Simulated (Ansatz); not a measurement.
P under changes of volume

One of the cells (20.458 Å³/atom); the others are scaled copies at fixed shape and fractional positions:

```
P
1.0
     1.64774   -5.46504    0.00000
     1.64774    5.46504    0.00000
     0.00000    0.00000    4.54364
P
4
Direct
  0.90414 0.09586 0.58882
  0.09586 0.90414 0.41118
  0.59586 0.40414 0.08882
  0.40414 0.59586 0.91118
```

```yaml
Program: Ansatz 0.2.0
Functional: PBE
Potentials_or_basis: Ansatz PAW earlier set
Cutoff: "600 eV (not typed: the program's choice for these potentials)"
k_mesh: 8 × 8 × 6
Occupations: fermi-dirac, width 0.05 eV
Spin: no spin polarisation
```

```tsv
volume (Å³/atom)	energy over the lowest point (meV/atom)	pressure (GPa)	gap on the mesh (eV)	largest force (eV/Å)
19.230	38.54	7.5	0.02	0.913
19.639	22.01	5.5	0.04	0.704
20.049	?	?	?	?
20.458	3.21	2.0	0.10	0.337
20.867	0.00	0.5	0.13	0.187
21.276	0.38	-0.8	0.17	0.112
21.685	4.00	-2.0	0.21	0.190
```

What does the run at 20.049 Å³/atom give?

Energy over the lowest point 10.39 meV/atom; pressure 3.6 GPa; gap on the mesh 0.06 eV; largest force 0.512 eV/Å.

Worked out: A Birch-Murnaghan fit of order 3 (a polynomial in V^(-2/3)) to the other rows has its minimum at 21.02 Å³/atom with B0 = V·E''(V) = 69 GPa and B' = 4.3 at fixed shape and positions, which overstates the stiffness. It gives 10.38 meV/atom at 20.049 Å³/atom, against the run's 10.39, and -dE/dV = 3.6 GPa, against 3.6.

Energies are extrapolated to zero smearing.

A mesh can miss the band edges.
